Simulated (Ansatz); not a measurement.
# GaP (F-43m): equation of state

An exercise on one series of results from a longer session: the logs are not shown, and one member is left open.

Computed with Ansatz 0.2.0 (DFT PBE, scalar-relativistic, plane waves, PAW, unless a step's input says otherwise).

1 further run of the same task is left out (set aside as unsound or not needed). Runs told in other sessions of the task aren't counted.

## The starting structure

The structure is cubic, space group F-43m (No. 216). Conventional cell: a = 5.506 Å, b = 5.506 Å, c = 5.506 Å, α = 90.00°, β = 90.00°, γ = 90.00°. Ga (site symmetry -43m) has 4 P at 2.38 Å in its first shell of neighbours. P (site symmetry -43m) is surrounded by 4 Ga at 2.38 Å.

As a file:

```cif
data_structure
_symmetry_space_group_name_H-M 'F-43m'
_symmetry_Int_Tables_number 216
_cell_length_a 5.5062
_cell_length_b 5.5062
_cell_length_c 5.5062
_cell_angle_alpha 90.000
_cell_angle_beta 90.000
_cell_angle_gamma 90.000
_cell_volume 166.93
loop_
_atom_site_label
_atom_site_type_symbol
_atom_site_symmetry_multiplicity
_atom_site_Wyckoff_symbol
_atom_site_fract_x
_atom_site_fract_y
_atom_site_fract_z
_atom_site_occupancy
Ga1 Ga 4 a 0.00000 0.00000 0.00000 1
P1 P 4 c 0.25000 0.25000 0.25000 1
```

This cell comes from an earlier session at PBE: 20.867 Å³/atom at 0.00 GPa, on a 10×10×10 mesh.

Volume factors to run: 0.980, 1.020, 0.960, 1.040.

The first run:

File input.yaml:

```yaml
crystal:
  lattice:
    - [0.0, 2.7346024555, 2.7346024555]
    - [2.7346024555, 0.0, 2.7346024555]
    - [2.7346024555, 2.7346024555, 0.0]
  atoms:
    - { symbol: Ga, position: [0.0, 0.0, 0.0] }
    - { symbol: P, position: [0.75, 0.75, 0.75] }
basis:
  ecutwfc: 420
  ecutrho_ratio: 4
kpoints:
  mp_grid: { grid: [10, 10, 10] }
hamiltonian:
  xc: pbe
scf:
  occupations: { method: gaussian, width: 0.05 }
output:
  forces: true
  stress: true
  eigenvalues: true
```

The run is started by

```sh
ansatz run input.yaml --threads 2 --pin off --max-ram 2662MiB --backend cpu --events-out ev --progress --plain --runs-dir out
```

Steps of the session up to this table: Volume × 0.980; At 1.020 of the relaxed volume; Scaling the volume by 0.960; Volume × 1.040.

One of the session's tables, all rows but one given; the rest of the session is left out.

It belongs to the step «The fit». 

```
volume (Å³/atom)  energy (meV/atom)  pressure (GPa)  gap (eV)
          20.032               8.62            3.44      1.59
          20.449               2.08            1.62      1.62
          20.867               0.00            0.00      1.58
          21.284                  ?               ?         ?
          21.702               7.44           -2.75      1.26
```

Estimate the missing values for volume (Å³/atom) = 21.284.

Worked estimate for «energy (meV/atom)». A straight line through the neighbours (20.867, 0.00) and (21.702, 7.44) gives 0.00 + (7.44 − 0.00) × (21.284 − 20.867) / (21.702 − 20.867) = 3.72; a parabola fitted to 3 rows on both sides gives 1.78.

As computed: energy (meV/atom): 1.93; pressure (GPa): -1.45; gap (eV): 1.42. In «energy (meV/atom)» the line misses by +1.79 and the parabola by -0.15.
